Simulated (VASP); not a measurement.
# S (a cell with a defect) in VASP: further runs

The runs below take S (a cell with a defect) through single point, with PBEsol.

All numbers are computed with VASP 6.6.1; they aren't measurements. Logs are shortened: lines on timing, memory, paths and dates and some standing lists are left out, and cuts for length are marked.

### Step 1. The structure

The cell holds a defect, 23 atoms: a = 8.382 Å, b = 8.382 Å, c = 8.382 Å, α = 76.85°, β = 76.85°, γ = 76.85°.

### Step 2. Single point, PBEsol (S vacancy, atoms relaxed)

Contents of INCAR:

```
SYSTEM = S
ALGO = Fast
EDIFF = 1E-7
ENCUT = 520
GGA = PS
ISIF = 2
ISMEAR = 0
LASPH = .True.
LCHARG = .False.
LREAL = Auto
LWAVE = .False.
NBANDS = 86
NELM = 100
PREC = Accurate
SIGMA = 0.05
```

Contents of KPOINTS:

```
k-points
0
Gamma
  3 3 3
  0 0 0
```

Contents of POSCAR:

```
S
1.0
    0.0000000000      6.0153880483     -5.8370511382
    5.2094788634     -3.0076940241     -5.8370511382
   -5.2094788634     -3.0076940241     -5.8370511382
S
23
Direct
    0.5591918787      0.4402715240      0.2029194996
    0.3074659144      0.1936150051      0.9520765517
    0.0556295420      0.9363393874      0.6968727695
    0.6802344286      0.4753750344      0.7962237112
    0.4468148202      0.2037653335      0.5570577549
    0.1990377371      0.9508725370      0.3031853275
    0.9421841400      0.7045522736      0.0494891061
    0.4557375443      0.7887438705      0.6992121537
    0.2097581129      0.5575775374      0.4451522934
    0.9559991682      0.2990533800      0.1941159143
    0.7089514563      0.0592180494      0.9359515500
    0.4205851274      0.5465449766      0.8110546225
    0.1993451187      0.3104321288      0.5474125116
    0.9500164584      0.0501082934      0.2945507438
    0.6954644241      0.8121988062      0.0445476460
    0.5880079880      0.7510535553      0.4738464017
    0.3110167355      0.5463896893      0.1967507290
    0.0578229267      0.2929589508      0.9453206259
    0.8085518929      0.0468110487      0.6883503634
    0.7532227615      0.5123901980      0.5472833269
    0.5483777279      0.1931002429      0.3093083248
    0.3022206429      0.9443208188      0.0545781087
    0.0398708510      0.6901832326      0.8012950185
```

Potentials or basis: VASP PAW PBE potentials, release 64 (S).

Command:

```sh
$ cat potpaw_PBE.64/S/POTCAR > POTCAR
$ mpirun -np 1 vasp_std > vasp.out
```

OUTCAR:

```text
SYSTEM = S
   EDIFF = 1E-7
   ENCUT = 520
   GGA = PS
   ISIF = 2
   ISMEAR = 0
   LASPH = .True.
   LREAL = Auto
   NELM = 100
   PREC = Accurate

 ion  position               nearest neighbor table
   1  0.559  0.440  0.203-  21 2.07  17 2.08
   2  0.307  0.194  0.952-  22 2.08  18 2.08
   3  0.056  0.936  0.697-  23 2.07  19 2.08
   4  0.680  0.475  0.796-  20 2.01  12 2.10
   5  0.447  0.204  0.557-  21 2.07  13 2.08
   6  0.199  0.951  0.303-  22 2.07  14 2.07
[... 15 lines left out ...]
  22  0.302  0.944  0.055-   6 2.07   2 2.08
  23  0.040  0.690  0.801-   3 2.07   7 2.08

  LATTYP: Found a trigonal (rhomboedric) cell.
 ALAT       =     8.3818887705
 COS(alpha) =     0.2274354618

  Lattice vectors:

 A1 = (   0.0000000000,   6.0153880483,  -5.8370511382)
 A2 = (   5.2094788634,  -3.0076940241,  -5.8370511382)
 A3 = (  -5.2094788634,  -3.0076940241,  -5.8370511382)

Analysis of symmetry for initial positions (statically):
=====================================================================
 Subroutine PRICEL returns:
 Original cell was already a primitive cell.

 Routine SETGRP: Setting up the symmetry group for a
 trigonal (rhombohedral) supercell.

 Subroutine GETGRP returns: Found  1 space group operations
 (whereof  1 operations were pure point group operations)
 out of a pool of 12 trial point group operations.

The static configuration has the point symmetry C_1 .

Analysis of symmetry for dynamics (positions and initial velocities):
=====================================================================
 Subroutine PRICEL returns:
 Original cell was already a primitive cell.

 Routine SETGRP: Setting up the symmetry group for a
 trigonal (rhombohedral) supercell.

 Subroutine GETGRP returns: Found  1 space group operations
 (whereof  1 operations were pure point group operations)
 out of a pool of 12 trial point group operations.

The dynamic configuration has the point symmetry C_1 .

 Subroutine INISYM returns: Found  1 space group operations
 (whereof  1 operations are pure point group operations),
 and found     1 'primitive' translations

----------------------------------------------------------------------------------------

                                     Primitive cell

  volume of cell :     548.7477

  direct lattice vectors                    reciprocal lattice vectors
     0.000000000  6.015388048 -5.837051138     0.000000000  0.110826876 -0.057106461
     5.209478863 -3.007694024 -5.837051138     0.095978890 -0.055413438 -0.057106461
    -5.209478863 -3.007694024 -5.837051138    -0.095978890 -0.055413438 -0.057106461

  length of vectors
     8.381888771  8.381888770  8.381888770     0.124674554  0.124674554  0.124674554

  position of ions in fractional coordinates (direct lattice)
     0.559191879  0.440271524  0.202919500
     0.307465914  0.193615005  0.952076552
     0.055629542  0.936339387  0.696872769
     0.680234429  0.475375034  0.796223711
     0.446814820  0.203765334  0.557057755
     0.199037737  0.950872537  0.303185328
[... 15 lines left out ...]
     0.302220643  0.944320819  0.054578109
     0.039870851  0.690183233  0.801295018

  ion indices of the primitive-cell ions
   primitive index   ion index
                 1           1
                 2           2
                 3           3
                 4           4
                 5           5
                 6           6
[... 15 lines left out ...]
                22          22
                23          23

----------------------------------------------------------------------------------------

 KPOINTS: k-points

Automatic generation of k-mesh.
 Grid dimensions read from file:
 generate k-points for:    3    3    3

 Generating k-lattice:

  Cartesian coordinates                     Fractional coordinates (reciprocal lattice)
     0.000000000  0.036942292 -0.019035487     0.333333333 -0.000000000 -0.000000000
     0.031992963 -0.018471146 -0.019035487    -0.000000000  0.333333333  0.000000000
    -0.031992963 -0.018471146 -0.019035487    -0.000000000  0.000000000  0.333333333

  Length of vectors
     0.041558185  0.041558185  0.041558185

  Shift w.r.t. Gamma in fractional coordinates (k-lattice)
     0.000000000  0.000000000  0.000000000

 Subroutine IBZKPT returns following result:
 ===========================================

 Found     14 irreducible k-points:

 Following reciprocal coordinates:
            Coordinates               Weight
  0.000000  0.000000  0.000000      1.000000
  0.333333 -0.000000 -0.000000      2.000000
 -0.000000  0.333333  0.000000      2.000000
 -0.000000  0.000000  0.333333      2.000000
  0.333333  0.333333 -0.000000      2.000000
 -0.333333  0.000000 -0.333333      2.000000
  0.000000  0.333333  0.333333      2.000000
 -0.333333  0.333333  0.000000      2.000000
  0.333333 -0.000000 -0.333333      2.000000
  0.000000 -0.333333  0.333333      2.000000
  0.333333  0.333333  0.333333      2.000000
 -0.333333  0.333333  0.333333      2.000000
  0.333333 -0.333333  0.333333      2.000000
  0.333333  0.333333 -0.333333      2.000000
   k-points           NKPTS =     14   k-points in BZ     NKDIM =     14   number of bands    NBANDS=     86
   number of dos      NEDOS =    301   number of ions     NIONS =     23
   total plane-waves  NPLWV = 262144
   dimension x,y,z NGX =    64 NGY =   64 NGZ =   64
   dimension x,y,z NGXF=   128 NGYF=  128 NGZF=  128
   ions per type =              23
   NGX,Y,Z   is equivalent  to a cutoff of  12.69, 12.69, 12.69 a.u.
   NGXF,Y,Z  is equivalent  to a cutoff of  25.39, 25.39, 25.39 a.u.
 SYSTEM =  S
   PREC   = accura    normal or accurate (medium, high low for compatibility)
   ISTART =      0    job   : 0-new  1-cont  2-samecut
   ICHARG =      2    charge: 1-file 2-atom 10-const
   ISPIN  =      1    spin polarized calculation?
   LNONCOLLINEAR =      F non collinear calculations
   LSORBIT =      F    spin-orbit coupling
   LASPH  =      T    aspherical Exc in radial PAW
   ENCUT  =  520.0 eV  38.22 Ry    6.18 a.u.  15.58 15.58 15.58*2*pi/ulx,y,z
   NELM   =    100;   NELMIN=  2; NELMDL= -5     # of ELM steps
   EDIFF  = 0.1E-06   stopping-criterion for ELM
   LREAL  =      T    real-space projection
   EDIFFG = 0.1E-05   stopping-criterion for IOM
   NSW    =      0    number of steps for IOM
   IBRION =     -1    ionic relax: 0-MD 1-quasi-New 2-CG
   NFREE  =      0    steps in history (QN), initial steepest desc. (CG)
   ISIF   =      2    stress and relaxation
   ISYM   =      2    0-nonsym 1-usesym 2-fastsym
   POTIM  = 0.5000    time-step for ionic-motion
   TEBEG  =    0.0;   TEEND  =   0.0 temperature during run
   PSTRESS=    0.0 pullay stress
   NELECT =     138.0000    total number of electrons
   NUPDOWN=      -1.0000    fix difference up-down
   EMIN   =  10.00;   EMAX   =-10.00  energy-range for DOS
   EFERMI =   0.00;   METHOD = LEGACY
   ISMEAR =     0;   SIGMA  =   0.05  broadening in eV -4-tet -1-fermi 0-gaus
   EFERMI_NEDOS =   21; number of points for ismear=-14 and -15
   IALGO  =     68    algorithm
   IMIX   =      4    mixing-type and parameters
     AMIX     =   0.40;   BMIX     =  1.00
     AMIX_MAG =   1.60;   BMIX_MAG =  1.00
  volume/ion in A,a.u.               =      23.86       161.01
  Fermi-wavevector in a.u.,A,eV,Ry     =   1.033341  1.952731 14.528212  1.067793
  Thomas-Fermi vector in A             =   2.167583
   LORBIT       =      0    0 simple, 1 ext, 2 COOP (PROOUT), +10 PAW based schemes
   GGA     = PS    functional components
   LHFCALC =     F    Hartree Fock is set to
   AEXX    =    0.0000 exact exchange contribution
   IVDW    =     0    specifies the selected vdW correction
   LEPSILON=     F    determine dielectric tensor
   LRPA    =     F    only Hartree local field effects (RPA)
 non-spin polarized calculation
 RMM-DIIS sequential band-by-band and
 Gauss-broadening in eV      SIGMA  =   0.05
  energy-cutoff  :      520.00
  volume of cell :      548.75
 maximum number of plane-waves:     14835
 NGX is ok and might be reduce to    64
   NGX = 31   NGY = 31   NGZ = 31

 number of electron     137.9999997 magnetization

 Free energy of the ion-electron system (eV)
  ---------------------------------------------------
  ext. energy  EPLUGINS =         0.00000000
  ---------------------------------------------------
  free energy    TOTEN  =       -99.49033751 eV

  energy without entropy =      -99.49033751  energy(sigma->0) =      -99.49033751

 E-fermi :   3.0538     XC(G=0):  -8.8066

 val. band max:        2.8308349897   @ k =   0.3333   0.3333   0.3333
 cond. band min:       4.5287565574   @ k =   0.0000   0.0000   0.0000
 fundamental gap:      1.6979215677
 Fermi energy:         3.0538054607

 k-point     1 :       0.0000    0.0000    0.0000
  band No.  band energies     occupation
      1     -14.1110      2.00000
      2     -13.9012      2.00000
      3     -13.7935      2.00000
      4     -13.6982      2.00000
      5     -12.2929      2.00000
      6     -12.2848      2.00000
[... 73 lines left out ...]
     80       5.8815      0.00000
     81       6.0332      0.00000

 k-point     2 :       0.3333   -0.0000   -0.0000
  band No.  band energies     occupation
      1     -14.0579      2.00000
      2     -13.9089      2.00000
      3     -13.8180      2.00000
      4     -13.7429      2.00000
      5     -12.3205      2.00000
      6     -12.3080      2.00000
[... 73 lines left out ...]
     80       5.8922      0.00000
     81       6.0226      0.00000
[... 922 lines left out ...]
     80       5.9163      0.00000
     81       6.0285      0.00000

 k-point    14 :       0.3333    0.3333   -0.3333
  band No.  band energies     occupation
      1     -14.0181      2.00000
      2     -13.8907      2.00000
      3     -13.8377      2.00000
      4     -13.7852      2.00000
      5     -12.3841      2.00000
      6     -12.3128      2.00000
[... 73 lines left out ...]
     80       5.8480      0.00000
     81       5.9269      0.00000
 [bands above 81 left out]

------------------------ aborting loop because EDIFF is reached ----------------------------------------

  FORCE on cell =-STRESS in cart. coord.  units (eV):
  Direction    XX          YY          ZZ          XY          YZ          ZX
  --------------------------------------------------------------------------------------
  -------------------------------------------------------------------------------------
  Total       -1.4242222     -1.2029922     -0.6305627      0.5444199      0.0478116      0.1683885
  in kB       -4.1582985     -3.5123737     -1.8410526      1.5895416      0.1395955      0.4916434
  external PRESSURE =      -3.1705749 kB  Pullay stress =       0.0000000 kB

 VOLUME and BASIS-vectors are now :
 -----------------------------------------------------------------------------
  energy-cutoff  :      520.00
  volume of cell :      548.75
      direct lattice vectors                 reciprocal lattice vectors
     0.000000000  6.015388048 -5.837051138     0.000000000  0.110826876 -0.057106461
     5.209478863 -3.007694024 -5.837051138     0.095978890 -0.055413438 -0.057106461
    -5.209478863 -3.007694024 -5.837051138    -0.095978890 -0.055413438 -0.057106461

 POSITION                                       TOTAL-FORCE (eV/Angst)
 -----------------------------------------------------------------------------------
      1.23648      1.42923     -7.01837        -0.050149     -0.062075      0.063521
     -3.95119     -1.59636     -8.48215        -0.055571     -0.058600      0.063109
      1.24750     -4.57757     -9.85786        -0.044353     -0.065717      0.060769
     -1.67145      0.26729    -11.39295         0.079948     -0.009680      0.060497
     -1.84047      0.39944     -7.04904         0.074229     -0.016376      0.060666
      3.37411     -2.57453     -8.48179         0.075384     -0.014252      0.062571
[... 15 lines left out ...]
      4.63510     -1.18641     -7.59470         0.029388     -0.071431     -0.059727
     -0.57883     -4.24607     -8.93856         0.016515     -0.079456     -0.061274
 -----------------------------------------------------------------------------------
    total drift:                               -0.007665      0.003909     -0.000628

  FREE ENERGIE OF THE ION-ELECTRON SYSTEM (eV)
  ---------------------------------------------------
  free  energy   TOTEN  =       -99.4903375133 eV

  energy  without entropy=      -99.4903375133  energy(sigma->0) =      -99.49033751
```

Run time: 10 min. Hardware: 1 thread of Intel Xeon 6975P-C (Granite Rapids), shared host; peak memory 0.76 GiB.

What came out:

```
Free energy            : -99.4903 eV
Pressure               : -0.3 GPa
Largest force          : 0.119 eV/Å
Band gap on the k mesh : 1.70 eV, indirect (least direct gap 1.76 eV)
```

Forces on the atoms (eV/Å):
```
S   -0.050 -0.062  0.064
S   -0.056 -0.059  0.063
S   -0.044 -0.066  0.061
S    0.080 -0.010  0.060
S    0.074 -0.016  0.061
S    0.075 -0.014  0.063
S    0.073 -0.003  0.061
S   -0.022  0.088  0.077
S   -0.027  0.071  0.060
S   -0.021  0.074  0.063
S   -0.035  0.067  0.058
S    0.069  0.070 -0.062
S    0.050  0.054 -0.060
S    0.049  0.057 -0.062
S    0.054  0.052 -0.062
S   -0.085 -0.063 -0.040
S   -0.074  0.015 -0.059
S   -0.076  0.016 -0.063
S   -0.067  0.021 -0.065
S   -0.035 -0.068 -0.035
S    0.022 -0.073 -0.060
S    0.029 -0.071 -0.060
S    0.017 -0.079 -0.061
```

Stress tensor (GPa, compression positive):
```
-0.42  0.16  0.05
 0.16 -0.35  0.01
 0.05  0.01 -0.18
```

Levels at points of the mesh, in eV from the valence-band top:
```csv
k point,band 66,band 67,band 68,band 69,band 70,band 71,band 72,band 73
"(0.00, 0.00, 0.00)",-0.78,-0.66,-0.25,-0.08,1.70,1.89,2.14,2.31
```

Caveat: the PAW data sets were made with another functional, which shifts forces and pressure a little.

### Step 3. Single point, PBEsol

Contents of INCAR:

```
SYSTEM = S
PREC = Accurate ; ENCUT = 520
EDIFF = 1E-7 ; ISMEAR = 0
SIGMA = 0.05 ; LREAL = Auto
LASPH = .TRUE. ; NELM = 100
ALGO = Fast ; ISIF = 2
LWAVE = .FALSE. ; LCHARG = .FALSE.
GGA = PS ; NBANDS = 86
```

Contents of KPOINTS:

```
Automatic mesh
0
G
  3 3 3
  0 0 0
```

Contents of POSCAR:

```
S
1.0
    0.0000000000      6.0153880483     -5.8370511382
    5.2094788634     -3.0076940241     -5.8370511382
   -5.2094788634     -3.0076940241     -5.8370511382
S
23
Direct
    0.5591918125      0.4402714813      0.2029195249
    0.3074658722      0.1936150238      0.9520764944
    0.0556295394      0.9363393305      0.6968727672
    0.6802344142      0.4753750756      0.7962236756
    0.4468147547      0.2037653852      0.5570577295
    0.1990377313      0.9508725277      0.3031852852
    0.9421840829      0.7045523199      0.0494890997
    0.4557375876      0.7887439094      0.6992121132
    0.2097581136      0.5575775322      0.4451522752
    0.9559991849      0.2990533825      0.1941158226
    0.7089514197      0.0592180548      0.9359516244
    0.4205851672      0.5465449804      0.8110545477
    0.1993451315      0.3104321776      0.5474125037
    0.9500164848      0.0501082525      0.2945507454
    0.6954643869      0.8121987550      0.0445476895
    0.5880079725      0.7510535487      0.4738463581
    0.3110166835      0.5463897187      0.1967507149
    0.0578229212      0.2929590228      0.9453206292
    0.8085519426      0.0468111143      0.6883503330
    0.7532226906      0.5123902067      0.5472833322
    0.5483777545      0.1931001567      0.3093083257
    0.3022206041      0.9443208132      0.0545780727
    0.0398708036      0.6901832067      0.8012950885
```

Potentials or basis: VASP PAW PBE potentials, release 64 (S).

Command:

```sh
$ cat potpaw_PBE.64/S/POTCAR > POTCAR
$ mpirun -np 1 vasp_std > vasp.out
```

Run time: 9.5 min. Hardware: 1 thread of Intel Xeon 6975P-C (Granite Rapids), shared host; peak memory 0.78 GiB.

It converged, with:

```
Free energy            : -99.4903 eV
Pressure               : -0.3 GPa
Largest force          : 0.119 eV/Å
Band gap on the k mesh : 1.70 eV, indirect (least direct gap 1.76 eV)
```

Forces in eV/Å, atoms in the order of the input:
```
S   -0.050 -0.062  0.064
S   -0.056 -0.059  0.063
S   -0.044 -0.066  0.061
S    0.080 -0.010  0.060
S    0.074 -0.016  0.061
S    0.075 -0.014  0.063
S    0.073 -0.003  0.061
S   -0.022  0.088  0.077
S   -0.027  0.071  0.060
S   -0.021  0.074  0.063
S   -0.035  0.067  0.058
S    0.069  0.070 -0.062
S    0.050  0.054 -0.060
S    0.049  0.057 -0.062
S    0.054  0.052 -0.062
S   -0.085 -0.063 -0.040
S   -0.074  0.015 -0.059
S   -0.076  0.016 -0.063
S   -0.067  0.021 -0.065
S   -0.035 -0.068 -0.035
S    0.022 -0.073 -0.060
S    0.029 -0.071 -0.060
S    0.017 -0.079 -0.061
```

Stress tensor (GPa, compression positive):
```
-0.42  0.16  0.05
 0.16 -0.35  0.01
 0.05  0.01 -0.18
```

Levels at points of the mesh, in eV from the valence-band top:
```tsv
k point	band 66	band 67	band 68	band 69	band 70	band 71	band 72	band 73
(0.00, 0.00, 0.00)	-0.78	-0.66	-0.25	-0.08	1.70	1.89	2.14	2.31
```

Caveat: the PAW data sets were made with another functional, which shifts forces and pressure a little. As with any semilocal functional, this PBEsol gap is likely too small.

(Part 1 of 2 ends here.)
